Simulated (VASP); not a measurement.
Crystal: Si.

```
Si
1.0
     0.00000    2.72185    2.72185
     2.72185    0.00000    2.72185
     2.72185    2.72185    0.00000
Si
2
Direct
  0.50000 0.50000 0.50000
  0.75000 0.75000 0.75000
```

| Item | Value |
| --- | --- |
| Program | VASP 6.6.1 |
| Task | relaxation of cell and atoms |
| Functional | revPBE |
| Dispersion | D3(BJ) |
| Potentials or basis | VASP PAW PBE potentials, release 64 (Si) |
| Cutoff | 600 eV |
| k mesh | 8 × 8 × 8 |
| Occupations | fermi-dirac, width 0.05 eV |
| Spin | no spin polarisation |

At the start: pressure -2.6 GPa; volume 20.16 Å³/atom.

**Question.** Where does the relaxation end?

**Answer.** Over 3 steps the energy falls by 4.9 meV/atom and the volume is 19.58 Å³/atom (-2.9 %); space group Fd-3m (No. 227, to 0.05 Å).

The path:
| step | energy change (eV) | largest force (eV/Å) | pressure (GPa) | volume (Å³) |
| --- | --- | --- | --- | --- |
| 1 | 0.0000 | 0.0000 | -2.57 | 40.33 |
| 2 | -0.0060 | 0.0000 | 1.76 | 38.47 |
| 3 | -0.0097 | 0.0000 | 0.01 | 39.16 |

Final structure:
```yaml
crystal:
  lattice:
    - [0.00000, 2.69525, 2.69525]
    - [2.69525, 0.00000, 2.69525]
    - [2.69525, 2.69525, 0.00000]
  atoms:
    - { symbol: Si, position: [0.50000, 0.50000, 0.50000] }
    - { symbol: Si, position: [0.75000, 0.75000, 0.75000] }
```

Caveat: the PAW data sets were made with another functional, which shifts forces and pressure a little.
